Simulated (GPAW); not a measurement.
# Cu (P-1) in GPAW: reference runs

Reference runs on Cu: the cell as given.

Everything below comes from runs of GPAW 26.7.0. Logs are shortened: lines on timing, memory, paths and dates and some standing lists are left out, and cuts for length are marked. The log counts tension as positive stress, the text compression.

## Step 1: The cell of the first run

The typed cell holds 1 atom: a = 2.565 Å, b = 2.598 Å, c = 2.506 Å, α = 59.95°, β = 60.31°, γ = 59.68°.

## Step 2: Single point, PBE (cell sheared at random, sigma 0.01, atoms nudged by 0.01 Å)

run.py reads:

```python
from ase import Atoms
from ase.dft.bandgap import bandgap
from ase.io import write
from ase.units import Bohr, GPa
from gpaw import GPAW, PW
from gpaw.elf import elf_from_dft_calculation

atoms = Atoms(['Cu'],
              cell=[[-0.00442558, 1.78843077, 1.83853466],
                    [1.82290694, -0.01748676, 1.85159583],
                    [1.78281821, 1.76140322, 0.02260197]],
              scaled_positions=[[0.0, 0.0, 0.0]],
              pbc=True)

calc = GPAW(mode=PW(600),
            xc='PBE',
            kpts={'size': (13, 12, 13), 'gamma': True},
            occupations={'name': 'fermi-dirac', 'width': 0.05},
            nbands=14,
            convergence={'density': 1e-05, 'energy': 1e-05},
            maxiter=150,
            txt='gpaw.txt')
atoms.calc = calc
energy = atoms.get_potential_energy()
forces = atoms.get_forces()
stress = atoms.get_stress()
calc.write('gs.gpw')
write('result.traj', atoms)
print(f'Energy: {energy:.6f} eV')
print('Forces (eV/A):')
print(forces.round(4))
print('Stress (GPa):', (stress / GPa).round(3))
print('Fermi level:', round(calc.get_fermi_level(), 4), 'eV')
print(f'Gap: {bandgap(calc)[0]:.4f} eV, direct: {bandgap(calc, direct=True)[0]:.4f} eV')

# fields on the real-space grid
write('density.cube', atoms, data=calc.get_pseudo_density() * Bohr**3)
write('potential.cube', atoms, data=calc.get_electrostatic_potential())
write('elf.cube', atoms, data=elf_from_dft_calculation(calc).data)
```

Potentials or basis: GPAW PAW data sets (gpaw-data 1.2.1), pw.

Launch:

```console
> OMP_NUM_THREADS=1 python run.py
```

gpaw.txt:

```text
__  _  _
 | _ |_)|_||  |
 |__||  | ||/\| - 26.7.0

Input parameters:
  mode=PW(ecut=600.0),
  convergence={'density': 1e-05, 'energy': 1e-05},
  kpts=MonkhorstPack(size=(13, 12, 13), gamma=True),
  maxiter=150,
  nbands=14,
  occupations=Occupations(name='fermi-dirac', width=0.05),
  xc=XC(name='PBE')

Diagonalizing LCAO Hamiltonian
Converting LCAO to pw mode

       Cu

Atoms  # Å, Bohr magnetons
|   | symbol |        x |        y |        z |    initial magnetic moments |
|---|--------|----------|----------|----------|-----------------------------|
| 0 |     Cu | 0.000000 | 0.000000 | 0.000000 | ( 0.0000,  0.0000,  0.0000) |

Unit cell  # Å
| periodic |         x |         y |        z |  lengths |    angles |
|----------|-----------|-----------|----------|----------|-----------|
|      yes | -0.004426 |  1.788431 | 1.838535 | 2.564900 | 59.951402 |
|      yes |  1.822907 | -0.017487 | 1.851596 | 2.598404 | 60.312182 |
|      yes |  1.782818 |  1.761403 | 0.022602 | 2.506291 | 59.676266 |

Number of symmetries: 2
Symmetry operations  # r_c * U_cc + t_c -> r_c
|   | kind |            matrix            |
|---|------|------------------------------|
| 0 |  E   |  1, 0, 0,  0, 1, 0,  0, 0, 1 |
| 1 |  i   | -1, 0, 0,  0,-1, 0,  0, 0,-1 |

BZ-sampling:
  Number of BZ points: 2028
  Number of IBZ points: 1015

  Monkhorst-Pack size: [13, 12, 13]
  Monkhorst-Pack shift: [0.0, 0.041666666666666664, 0.0]

K-points  # in reciprocal-cell coordinates
|      |                                coordinates |     weight |
|------|--------------------------------------------|------------|
|    0 | (  0.00000000,  -0.00000000,   0.00000000) | 0.00049310 |
|    1 | (  0.00000000,  -0.00000000,   0.07692308) | 0.00098619 |
|    2 | (  0.00000000,  -0.00000000,   0.15384615) | 0.00098619 |
|    3 | (  0.00000000,  -0.00000000,   0.23076923) | 0.00098619 |
|    4 | (  0.00000000,  -0.00000000,   0.30769231) | 0.00098619 |
|    5 | (  0.00000000,  -0.00000000,   0.38461538) | 0.00098619 |
|    6 | (  0.00000000,  -0.00000000,   0.46153846) | 0.00098619 |
|    7 | (  0.00000000,   0.08333333,  -0.46153846) | 0.00098619 |
|    8 | (  0.00000000,   0.08333333,  -0.38461538) | 0.00098619 |
|    9 | (  0.00000000,   0.08333333,  -0.30769231) | 0.00098619 |
|  ... |                                            |            |
| 1014 | (  0.46153846,   0.50000000,   0.46153846) | 0.00098619 |

Plane wave coefficients: 406
Cutoff: 600.0 eV

Spin-components: 1 (collinear spins)
Bands:           14
Projectors:      6
Spin-degeneracy: 2
Datatype:        complex128

Parallelization:
  kpt:    1
  domain: 1
  band:   1

Density:
  Valence electrons: 11.0
  Components: 1
  Grid points: [15 15 15]
  Charge: 0.0  # |e|

Potential:
  Grid points: [15 15 15]

species:
  Cu:
    name:    Copper
    Z:       29.0
    valence: 11
    core:    18
    charge:  0.0  # [|e|]
    compensation charges:
      type: gauss
      rc: 0.33  # [Å]
      lmax: 2
    cutoffs:
      filter: 2.06  # [Å]
      core: 2.43  # [Å]
    projectors
    | kind |    occ | energy [eV] | rcut [Å] |
    |------|--------|-------------|----------|
    |   4s |  1.000 |      -4.609 |    1.164 |
    |   4p |  0.000 |      -0.698 |    1.164 |
    |   3d | 10.000 |      -5.039 |    1.058 |
    |    s |        |      22.603 |    1.164 |
    |    p |        |      26.513 |    1.164 |
    |    d |        |      22.172 |    1.058 |

    Using partial waves for Cu as LCAO basis

Reference energy: -45021.451841  # eV

eigensolver:
  PPCG
  Converge bands: occupied
  niter=2

density mixing:
  MSR1-Mixer
  Pratt-step length: 0.05
  Maximum mixing coefficient: 0.75
  Old densities: 10
  SVD Regularization: 0.005
  Good broyden scale: 1.0
  Trust region scale: 1.0
  Backstep threshold: 4.0
  History deletion threshold: 6.0
  Fourier metric: weight=20.0, sigma=0.015

occupation numbers:
  Fermi-Dirac:
    width: 0.0500  # eV

poisson solver:
  ecut: 4800.0  # eV

xc functional:
  name: PBE with 2 nearest neighbor stencil

convergence criteria:
- Maximum integral of absolute [dens]ity change: 1e-05 electrons / valence electron
- Maximum [total energy] change in last 3 cyles: 1e-05 eV / valence electron
- Maximum integral of absolute [eigenst]ate change: 4e-08 eV^2 / valence electron
maximum number of iterations: 150

SCF iterations
|iter     | |      energy | eigst |  dens |
|---------|-|-------------|-------|-------|
|iter:   1| |   -4.621939 | -0.43 |       |
|iter:   2| |   -4.253770 | -2.97 | -0.89 |
|iter:   3| |   -3.690255 | -1.95 | -1.00 |
|iter:   4| |   -3.679870 | -4.18 | -1.78 |
|iter:   5| |   -3.672617 | -3.54 | -1.95 |
|iter:   6| |   -3.672622 | -6.50 | -3.50 |
|iter:   7| |   -3.672620c| -6.19 | -3.55 |
|iter:   8| |   -3.672620c| -8.80c| -4.50 |
|iter:   9| |   -3.672620c| -8.09c| -5.06c|

Converged in 9 steps
Energy contributions relative to reference atoms: (reference = -45021.451841)

Energy contributions:
  Kinetic:         -11.793911
  Coulomb:           9.190908
  Zero:              0.051685
  External:          0.000000
  Xc:               -1.120505
  Entropy:          -0.001591
  Spinorbit:         0.000000
  ----------------------------
  Free energy:      -3.673415
  Extrapolated:     -3.672620

dipole moment: (-7.846916, -7.696675, -8.089719)  # |e|*Ang

Fermi level: 8.075
Eigenvalues  # (at kpt = [0.000, -0.000, 0.000])
| band index |      eig [eV] | occ [0-2] |
|------------|---------------|-----------|
|          0 |        -1.323 |     2.000 |
|          1 |         4.936 |     2.000 |
|          2 |         5.013 |     2.000 |
|          3 |         5.150 |     2.000 |
|          4 |         5.802 |     2.000 |
|          5 |         5.918 |     2.000 |
|          6 |        30.914 |     0.000 |
|          7 |        32.819 |     0.000 |
|          8 |        33.354 |     0.000 |
|          9 |        34.449 |     0.000 |
|         10 |        35.100 |     0.000 |
|         11 |        35.623 |     0.000 |
|         12 |        36.367 |     0.000 |
|         13 |        39.611 |     0.000 |

No gap
No difference between direct/indirect transitions

Forces  # eV/Ang
|       x |       y |       z |
|---------|---------|---------|
| 0.00000 | 0.00000 | 0.00000 |  # Cu   0

Stress tensor  # eV/Ang^3
|         x |         y |         z |
|-----------|-----------|-----------|
| -0.023327 | -0.013672 |  0.006132 |
| -0.013672 | -0.025369 |  0.006034 |
|  0.006132 |  0.006034 | -0.014059 |

# Writing to gs.gpw (mode='')
```

Wall time 85 s (1 thread of Intel Xeon 6975P-C (Granite Rapids), shared host); peak memory 0.28 GiB.

What came out:

```
Free energy            : -3.6734 eV
Pressure               : 3.4 GPa
Band gap on the k mesh : none (metal or under the smearing width)
```

Stress tensor (GPa, compression positive):
```
 3.74  2.19 -0.98
 2.19  4.06 -0.97
-0.98 -0.97  2.25
```

Caveat: with this Cu data set, volumes or pressures lay over 1.5 % or 2 GPa off other programs in two to four cells of ten.
